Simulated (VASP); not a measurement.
# Settings for ZrO₂: atomisation energy

ZrO₂, molecule in box, 3 atoms in the cell. LDA; PAW potentials O, Zr_sv (LDA set). VASP 6.6.1.

Wanted: atomisation energy within 0.03 eV.

The series start from Cutoff ENCUT (eV): 525; box of the atom (Å): 12; SIGMA of the atom: 0.002; ALGO of the atom: All; vacuum between images (Å): 10; PREC: Accurate; LASPH: .TRUE.; LREAL: .FALSE.. Each series keeps the choices made before it, and each single choice may use up half of a tolerance. Times cover all steps of a run.

## Cutoff ENCUT (eV)

| Cutoff ENCUT (eV) | Atomisation energy (eV) | Time (s) |
|---|---|---|
| 320 | 18.449 | 79 |
| 400 | 18.212 | 100 |
| 460 | 18.158 | 138 |
| 525 | 18.149 | 212 |
| 600 | 18.154 | 201 |
| 725 | 18.162 | 274 |
| 925 (reference) | 18.163 | 364 |

Chosen: 460, the loosest value from which every tighter one stays within half of the tolerance.

## Box of the atom (Å)

| Box of the atom (Å) | Atomisation energy (eV) | Time (s) |
|---|---|---|
| 6 | 17.100 | 53 |
| 8 | 18.027 | 71 |
| 10 | 18.145 | 156 |
| 12 | 18.158 | 138 |
| 15 (reference) | 18.159 | 197 |

Chosen: 10.

## SIGMA of the atom

| SIGMA of the atom | Atomisation energy (eV) | Time (s) |
|---|---|---|
| 0.2 | 18.177 | 124 |
| 0.1 | 18.247 | 152 |
| 0.05 | 18.145 | 120 |
| 0.01 | 18.145 | 102 |
| 0.002 (reference) | 18.145 | 156 |

Chosen: 0.05.

## ALGO of the atom

| ALGO of the atom | Atomisation energy (eV) | Time (s) |
|---|---|---|
| All | 18.145 | 120 |
| Normal | 18.318 | 154 |
| Normal, gentle mixing | 18.390 | 89 |
| Damped | no result | 228 |

Chosen: All; no other choice that stays within half of the tolerance saves 30 % of the time.

## Vacuum between images (Å)

| Vacuum between images (Å) | Atomisation energy (eV) | Time (s) |
|---|---|---|
| 4 | no result | 162 |
| 6 | no result | 196 |
| 8 | 18.181 | 128 |
| 10 | 18.145 | 120 |
| 13 (reference) | 18.121 | 190 |

Chosen: 13; the next looser run is off by more than half of the tolerance, so convergence isn't shown beyond this value.

## PREC

| PREC | Atomisation energy (eV) | Time (s) |
|---|---|---|
| Accurate | 18.121 | 190 |
| Normal | 18.122 | 78 |

Chosen: Normal, the fastest of those that stay within half of the tolerance.

## LASPH

| LASPH | Atomisation energy (eV) | Time (s) |
|---|---|---|
| .TRUE. | 18.122 | 78 |
| .FALSE. | 18.118 | 70 |

Chosen: .TRUE..

## LREAL

| LREAL | Atomisation energy (eV) | Time (s) |
|---|---|---|
| .FALSE. | 18.122 | 78 |
| Auto | 18.122 | 84 |

Chosen: .FALSE..

## All choices together

| Input | Atomisation energy (eV) | Time (s) |
|---|---|---|
| program defaults with spin kept, atom in an 8 A box (naive) | no result | 18 |
| chosen settings | 18.122 | 78 |
| reference settings throughout | 18.141 | 1094 |

The chosen settings stay within the tolerance of the reference run, but the reference itself isn't shown to be converged in: vacuum between images (Å).

## The input

INCAR.step1:
```
SYSTEM = ZrO2
ALGO = All ; EDIFF = 1E-6
ENCUT = 460 ; GGA = CA
ISEARCH = 1 ; ISMEAR = 0
ISPIN = 2 ; ISYM = 0
LASPH = .True. ; LCHARG = .False.
LMAXMIX = 4 ; LREAL = .False.
LWAVE = .False. ; MAGMOM = 2
NBANDS = 9 ; NELM = 300
PREC = Normal ; SIGMA = 0.05
```

INCAR.step2, as INCAR.step1 but for:
```
- NBANDS = 9
+ NBANDS = 12
```

INCAR.step3:
```
SYSTEM = ZrO2
ALGO = Normal ; EDIFF = 1E-6
EDIFFG = -0.01 ; ENCUT = 460
GGA = CA ; IBRION = 2
ISMEAR = 0 ; ISYM = 0
LASPH = .True. ; LCHARG = .False.
LREAL = .False. ; LWAVE = .False.
NELM = 120 ; NSW = 40
PREC = Normal ; SIGMA = 0.01
```

KPOINTS:
```
Automatic mesh
0
Gamma
  1 1 1
  0 0 0
```

POSCAR.step1:
```
O
1.0
   10.0000000000      0.0000000000      0.0000000000
    0.0000000000     10.4000000000      0.0000000000
    0.0000000000      0.0000000000     10.8000000000
O
1
Direct
    0.5000000000      0.5000000000      0.5000000000
```

POSCAR.step2:
```
Zr
1.0
   10.0000000000      0.0000000000      0.0000000000
    0.0000000000     10.4000000000      0.0000000000
    0.0000000000      0.0000000000     10.8000000000
Zr
1
Direct
    0.5000000000      0.5000000000      0.5000000000
```

POSCAR.step3:
```
ZrO2
1.0
   15.0000000000      0.0000000000      0.0000000000
    0.0000000000     15.0000000000      0.0000000000
    0.0000000000      0.0000000000     15.0000000000
O Zr
2 1
Direct
    0.5545783748      0.5666669115      0.5371776200
    0.4454216252      0.4333330885      0.4628223800
    0.5357769787      0.4506189660      0.5361388873
```

Commands (each step's output is kept before the next begins):
```
cat potpaw_LDA.64/O/POTCAR > POTCAR
cp INCAR.step1 INCAR
cp POSCAR.step1 POSCAR
mpirun -np 4 vasp_gam > vasp.out
cat potpaw_LDA.64/Zr_sv/POTCAR > POTCAR
rm WAVECAR CHG
cp INCAR.step2 INCAR
cp POSCAR.step2 POSCAR
mpirun -np 4 vasp_gam > vasp.out
cat potpaw_LDA.64/O/POTCAR potpaw_LDA.64/Zr_sv/POTCAR > POTCAR
rm WAVECAR CHG
cp INCAR.step3 INCAR
cp POSCAR.step3 POSCAR
mpirun -np 4 vasp_gam > vasp.out
```

The chosen input took VASP 6.6.1 78 s on 4 cores (Intel Xeon Platinum 8175M @ 2.50GHz (Skylake/Cascade Lake)), a shared host.

## An input that fails: free atom without spin

It runs to its end, but against the unchanged starting input it is off by 3.610 eV in the atomisation energy.

Changes against the starting input:
```
- ISPIN = 2
- MAGMOM = 2
```
